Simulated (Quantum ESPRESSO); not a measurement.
Runs of Quantum ESPRESSO 7.5 on Au. It takes space group Fm-3m (No. 225, cubic). The conventional cell has a = 4.070 Å, b = 4.070 Å, c = 4.070 Å, α = 90.00°, β = 90.00°, γ = 90.00°. Around Au (site symmetry m-3m) lie 12 Au at 2.88 Å. 

| task | level | potentials or basis | k mesh | cutoff (eV) | SCF threshold | symmetry | gap on the mesh (eV) | pressure (GPa) | V0 of scaled cells (Å³/atom) | B0 (GPa) |
| --- | --- | --- | --- | --- | --- | --- | --- | --- | --- | --- |
| single point | PBEsol | GBRV 1.5 PBEsol | 11 × 11 × 11 | 612 | 2e-10 Ry | - | none | 1.2 | - | - |
| equation of state | PBEsol | GBRV 1.5 PBEsol | 11 × 11 × 11 | 612 | 2e-10 Ry | - | - | - | 16.97 | (a) |
| equation of state | r2SCAN | SG15 PBE 1.2 | 8 × 8 × 8 | 952 | 1e-08 Ry | off | - | - | 17.57 | 156 |
| band structure | PBEsol | GBRV 1.5 PBEsol | 11 × 11 × 11 | 612 | 2e-10 Ry | - | none | 1.2 | - | - |

Alike in all rows: no spin polarisation; cell as given; smearing fermi-dirac 0.05 eV.

Question: Fill in the values left out.

Answer: (a) 177.

Caveats: the potentials were made for another functional, which shifts forces and pressure (some runs); some levels on the path didn't converge (some runs); spin-orbit coupling is left out, which moves the levels of the heavy elements (some runs).

A k mesh can miss the band edges, and the runs leave out spin-orbit coupling on Au.

A gap of «none» marks a metal or a gap under the smearing width.

Runs at the PBE level aren't shown here.
